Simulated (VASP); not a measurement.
# Al (Fm-3m) in VASP: a series of runs

One crystal, Al, is run at these levels: PBEsol; tasks: relaxation of cell and atoms.

Program: VASP 6.6.1. These are calculated values, not measurements. Logs are shortened: lines on timing, memory, paths and dates and some standing lists are left out, and cuts for length are marked.

## Step 1: The structure

Symmetry: Fm-3m, No. 225, cubic system. The conventional cell has a = 4.050 Å, b = 4.050 Å, c = 4.050 Å, α = 90.00°, β = 90.00°, γ = 90.00°. Al (site symmetry m-3m) is surrounded by 12 Al at 2.86 Å.

## Step 2: Relaxation of cell and atoms, PBEsol

INCAR

```
  ALGO = Normal
  EDIFF = 1E-7
  EDIFFG = -0.002
  ENCUT = 520
  GGA = PS
  IBRION = 2
  ISIF = 3
  ISMEAR = 0
  LASPH = True
  LCHARG = False
  LREAL = False
  LWAVE = False
  NELM = 80
  NSW = 80
  PREC = Accurate
  SIGMA = 0.1
```

KPOINTS

```
k-points
0
Gamma
  18 18 18
```

POSCAR

```
Al
1.0
    0.0000000000      2.0248050000      2.0248050000
    2.0248050000      0.0000000000      2.0248050000
    2.0248050000      2.0248050000      0.0000000000
Al
1
Direct
    0.0000000000      0.0000000000      0.0000000000
```

Potentials or basis: VASP PAW PBE potentials, release 64 (Al).

Run with:

```
cat potpaw_PBE.64/Al/POTCAR > POTCAR
mpirun -np 1 vasp_std > vasp.out
```

OUTCAR:

```text
EDIFF = 1E-7
   EDIFFG = -0.002
   ENCUT = 520
   GGA = PS
   IBRION = 2
   ISIF = 3
   ISMEAR = 0
   LASPH = True
   LREAL = False
   NELM = 80
   NSW = 80
   PREC = Accurate

 ion  position               nearest neighbor table
   1  0.000  0.000  0.000-

  LATTYP: Found a face centered cubic cell.
 ALAT       =     4.0496100000

  Lattice vectors:

 A1 = (   0.0000000000,   2.0248050000,   2.0248050000)
 A2 = (   2.0248050000,   0.0000000000,   2.0248050000)
 A3 = (   2.0248050000,   2.0248050000,   0.0000000000)

Analysis of symmetry for initial positions (statically):
=====================================================================
 Subroutine PRICEL returns:
 Original cell was already a primitive cell.

 Routine SETGRP: Setting up the symmetry group for a
 face centered cubic supercell.

 Subroutine GETGRP returns: Found 48 space group operations
 (whereof 48 operations were pure point group operations)
 out of a pool of 48 trial point group operations.

The static configuration has the point symmetry O_h .

Analysis of symmetry for dynamics (positions and initial velocities):
=====================================================================
 Subroutine PRICEL returns:
 Original cell was already a primitive cell.

 Routine SETGRP: Setting up the symmetry group for a
 face centered cubic supercell.

 Subroutine GETGRP returns: Found 48 space group operations
 (whereof 48 operations were pure point group operations)
 out of a pool of 48 trial point group operations.

The dynamic configuration has the point symmetry O_h .

 Subroutine INISYM returns: Found 48 space group operations
 (whereof 48 operations are pure point group operations),
 and found     1 'primitive' translations

----------------------------------------------------------------------------------------

                                     Primitive cell

  volume of cell :      16.6027

  direct lattice vectors                    reciprocal lattice vectors
     0.000000000  2.024805000  2.024805000    -0.246937359  0.246937359  0.246937359
     2.024805000  0.000000000  2.024805000     0.246937359 -0.246937359  0.246937359
     2.024805000  2.024805000  0.000000000     0.246937359  0.246937359 -0.246937359

  length of vectors
     2.863506692  2.863506692  2.863506692     0.427708053  0.427708053  0.427708053

  position of ions in fractional coordinates (direct lattice)
     0.000000000  0.000000000  0.000000000

  ion indices of the primitive-cell ions
   primitive index   ion index
                 1           1

----------------------------------------------------------------------------------------

 KPOINTS: k-points

Automatic generation of k-mesh.
 Grid dimensions read from file:
 generate k-points for:   18   18   18

 Generating k-lattice:

  Cartesian coordinates                     Fractional coordinates (reciprocal lattice)
    -0.013718742  0.013718742  0.013718742     0.055555556  0.000000000  0.000000000
     0.013718742 -0.013718742  0.013718742     0.000000000  0.055555556  0.000000000
     0.013718742  0.013718742 -0.013718742     0.000000000  0.000000000  0.055555556

  Length of vectors
     0.023761558  0.023761558  0.023761558

  Shift w.r.t. Gamma in fractional coordinates (k-lattice)
     0.000000000  0.000000000  0.000000000

 Subroutine IBZKPT returns following result:
 ===========================================

 Found    195 irreducible k-points:

 Following reciprocal coordinates:
            Coordinates               Weight
  0.000000  0.000000  0.000000      1.000000
  0.055556  0.000000  0.000000      8.000000
  0.111111  0.000000  0.000000      8.000000
  0.166667  0.000000  0.000000      8.000000
  0.222222  0.000000  0.000000      8.000000
  0.277778  0.000000  0.000000      8.000000
[... 16 lines left out ...]
 -0.277778  0.055556  0.000000     24.000000
 -0.222222  0.055556  0.000000     24.000000
 [... further k-points ...]
   k-points           NKPTS =    195   k-points in BZ     NKDIM =    195   number of bands    NBANDS=      5
   number of dos      NEDOS =    301   number of ions     NIONS =      1
   total plane-waves  NPLWV =  13824
   dimension x,y,z NGX =    24 NGY =   24 NGZ =   24
   dimension x,y,z NGXF=    48 NGYF=   48 NGZF=   48
   ions per type =               1
   NGX,Y,Z   is equivalent  to a cutoff of  13.93, 13.93, 13.93 a.u.
   NGXF,Y,Z  is equivalent  to a cutoff of  27.87, 27.87, 27.87 a.u.
 SYSTEM =  unknown system
   PREC   = accura    normal or accurate (medium, high low for compatibility)
   ISTART =      0    job   : 0-new  1-cont  2-samecut
   ICHARG =      2    charge: 1-file 2-atom 10-const
   ISPIN  =      1    spin polarized calculation?
   LNONCOLLINEAR =      F non collinear calculations
   LSORBIT =      F    spin-orbit coupling
   LASPH  =      T    aspherical Exc in radial PAW
   ENCUT  =  520.0 eV  38.22 Ry    6.18 a.u.   5.32  5.32  5.32*2*pi/ulx,y,z
   NELM   =     80;   NELMIN=  2; NELMDL= -5     # of ELM steps
   EDIFF  = 0.1E-06   stopping-criterion for ELM
   LREAL  =      F    real-space projection
   EDIFFG = -.2E-02   stopping-criterion for IOM
   NSW    =     80    number of steps for IOM
   IBRION =      2    ionic relax: 0-MD 1-quasi-New 2-CG
   NFREE  =      1    steps in history (QN), initial steepest desc. (CG)
   ISIF   =      3    stress and relaxation
   ISYM   =      2    0-nonsym 1-usesym 2-fastsym
   POTIM  = 0.5000    time-step for ionic-motion
   TEBEG  =    0.0;   TEEND  =   0.0 temperature during run
   PSTRESS=    0.0 pullay stress
   NELECT =       3.0000    total number of electrons
   NUPDOWN=      -1.0000    fix difference up-down
   EMIN   =  10.00;   EMAX   =-10.00  energy-range for DOS
   EFERMI =   0.00;   METHOD = LEGACY
   ISMEAR =     0;   SIGMA  =   0.10  broadening in eV -4-tet -1-fermi 0-gaus
   EFERMI_NEDOS =   21; number of points for ismear=-14 and -15
   IALGO  =     38    algorithm
   IMIX   =      4    mixing-type and parameters
     AMIX     =   0.40;   BMIX     =  1.00
     AMIX_MAG =   1.60;   BMIX_MAG =  1.00
  volume/ion in A,a.u.               =      16.60       112.04
  Fermi-wavevector in a.u.,A,eV,Ry     =   0.925526  1.748991 11.654733  0.856599
  Thomas-Fermi vector in A             =   2.051390
   LORBIT       =      0    0 simple, 1 ext, 2 COOP (PROOUT), +10 PAW based schemes
   GGA     = PS    functional components
   LHFCALC =     F    Hartree Fock is set to
   AEXX    =    0.0000 exact exchange contribution
   IVDW    =     0    specifies the selected vdW correction
   LEPSILON=     F    determine dielectric tensor
   LRPA    =     F    only Hartree local field effects (RPA)
 conjugate gradient relaxation of ions
 non-spin polarized calculation
 Gauss-broadening in eV      SIGMA  =   0.10
  energy-cutoff  :      520.00
  volume of cell :       16.60
 maximum number of plane-waves:       459
 NGX is ok and might be reduce to    24
   NGX = 11   NGY = 11   NGZ = 11

--------------------------------------- Ionic step        1  -------------------------------------------

 number of electron       3.0000000 magnetization

 Free energy of the ion-electron system (eV)
  ---------------------------------------------------
  ext. energy  EPLUGINS =         0.00000000
  ---------------------------------------------------
  free energy    TOTEN  =        -4.08820817 eV

  energy without entropy =       -4.08533385  energy(sigma->0) =       -4.08677101

------------------------ aborting loop because EDIFF is reached ----------------------------------------

  FORCE on cell =-STRESS in cart. coord.  units (eV):
  Direction    XX          YY          ZZ          XY          YZ          ZX
  --------------------------------------------------------------------------------------
  -------------------------------------------------------------------------------------
  Total       -0.1975443     -0.1975443     -0.1975443      0.0000000      0.0000000     -0.0000000
  in kB      -19.0631813    -19.0631813    -19.0631813      0.0000000      0.0000000     -0.0000000
  external PRESSURE =     -19.0631813 kB  Pullay stress =       0.0000000 kB
[... 55 lines left out ...]
  energy  without entropy=       -4.0876553593  energy(sigma->0) =       -4.08914960

--------------------------------------- Ionic step        3  -------------------------------------------

 number of electron       3.0000000 magnetization

 Free energy of the ion-electron system (eV)
  ---------------------------------------------------
  ext. energy  EPLUGINS =         0.00000000
  ---------------------------------------------------
  free energy    TOTEN  =        -4.09070130 eV

  energy without entropy =       -4.08771396  energy(sigma->0) =       -4.08920763

 E-fermi :   8.1372     XC(G=0): -10.3254

 val. band max:        8.1230869274   @ k =  -0.2778   0.2778   0.0556
 cond. band min:       8.1459657103   @ k =  -0.4444   0.3333   0.1111
 fundamental gap:      0.0228787828
 Fermi energy:         8.1371817026

 k-point     1 :       0.0000    0.0000    0.0000
  band No.  band energies     occupation
      1      -3.1134      2.00000
      2      20.8457      0.00000
      3      20.8457      0.00000
      4      20.8457      0.00000
      5      22.4801      0.00000

 k-point     2 :       0.0556    0.0000    0.0000
  band No.  band energies     occupation
      1      -3.0285      2.00000
      2      19.3443      0.00000
      3      20.5518      0.00000
      4      20.5518      0.00000
      5      22.9071      0.00000
[... 169 lines left out ...]
 k-point    24 :      -0.2222    0.0556    0.0000
  band No.  band energies     occupation
      1      -1.4525      2.00000
      2      12.0232      0.00000
      3      17.5335      0.00000
      4      20.4112      0.00000
      5      22.1694      0.00000

 [... further k-points ...]
[... 5 lines left out ...]
  --------------------------------------------------------------------------------------
  -------------------------------------------------------------------------------------
  Total        0.0002522      0.0002522      0.0002522     -0.0000000     -0.0000000      0.0000000
  in kB        0.0249577      0.0249577      0.0249577     -0.0000000     -0.0000000      0.0000000
  external PRESSURE =       0.0249577 kB  Pullay stress =       0.0000000 kB
[... 16 lines left out ...]
  FREE ENERGIE OF THE ION-ELECTRON SYSTEM (eV)
  ---------------------------------------------------
  free  energy   TOTEN  =        -4.0907012984 eV

  energy  without entropy=       -4.0877139583  energy(sigma->0) =       -4.08920763

 reached required accuracy - stopping structural energy minimisation
```

It took 24 s on 1 thread of AMD EPYC 7R13 (Zen 3), shared host; peak memory 0.11 GiB.

What came out:

```yaml
Free_energy: -4.0907 eV
Relaxed_volume: 16.19 Å³/atom
Relaxed_cell: a = 2.840 Å, b = 2.840 Å, c = 2.840 Å, α = 60.00°, β = 60.00°, γ = 60.00°
Space_group_after_relaxing_to_0.05_Å: Fm-3m (No. 225)
Energy_gained_by_relaxing: 2.5 meV/atom
Ionic_steps: 3
Pressure_after_relaxing: 0.0 GPa
Band_gap_on_the_k_mesh: none (metal or under the smearing width)
```

The path:
```
step  energy change (eV)  largest force (eV/Å)  pressure (GPa)  volume (Å³)
   1              0.0000                0.0000           -1.91        16.60
   2             -0.0024                0.0000            0.31        16.13
   3             -0.0025                0.0000            0.00        16.19
```

Final structure:
```
Al
1.0
     0.00000    2.00801    2.00801
     2.00801    0.00000    2.00801
     2.00801    2.00801    0.00000
Al
1
Direct
  0.00000 0.00000 0.00000
```

Levels at points of the mesh, in eV from the Fermi level:
```csv
k point,band 1,band 2,band 3,band 4,band 5
"(0.00, 0.00, 0.00)",-11.25,12.71,12.71,12.71,14.34
"(0.50, 0.00, 0.00)",-4.66,-4.39,11.53,11.53,11.60
"(0.50, 0.50, 0.00)",-2.95,-1.60,5.27,5.68,5.68
```

Caveat: the PAW data sets were made with another functional, which shifts forces and pressure a little.

## Step 3: Relaxation of cell and atoms, PBEsol

This run uses another cell than the first one, of 16.19 Å³/atom, 0.975 times its volume.

INCAR is that of step 2.

KPOINTS is that of step 2.

POSCAR

```
Al                                      
1.0
    0.0000000000      2.0080141416      2.0080141416
    2.0080141416      0.0000000000      2.0080141416
    2.0080141416      2.0080141416      0.0000000000
  Al            
     1
Direct
     0.0000000000000000    0.0000000000000000    0.0000000000000000
```

Potentials or basis: VASP PAW PBE potentials, release 64 (Al).

Run with:

```
cat potpaw_PBE.64/Al/POTCAR > POTCAR
mpirun -np 1 vasp_std > vasp.out
```

Wall time 13 s (1 thread of AMD EPYC 7R13 (Zen 3), shared host); peak memory 0.11 GiB.

The run converged. Its results:

```yaml
Free_energy: -4.0907 eV
Pressure_after_relaxing: 0.0 GPa
Band_gap_on_the_k_mesh: none (metal or under the smearing width)
```

Final structure:
```
Al
1.0
     0.00000    2.00801    2.00801
     2.00801    0.00000    2.00801
     2.00801    2.00801    0.00000
Al
1
Direct
  0.00000 0.00000 0.00000
```

Levels at points of the mesh, in eV from the Fermi level:
```csv
k point,band 1,band 2,band 3,band 4
"(0.00, 0.00, 0.00)",-11.25,12.71,12.71,12.71
"(0.50, 0.00, 0.00)",-4.66,-4.39,11.53,11.53
"(0.50, 0.50, 0.00)",-2.95,-1.60,5.27,5.68
```

Caveat: the relaxation stopped at its first step, so nothing moved; the PAW data sets were made with another functional, which shifts forces and pressure a little.
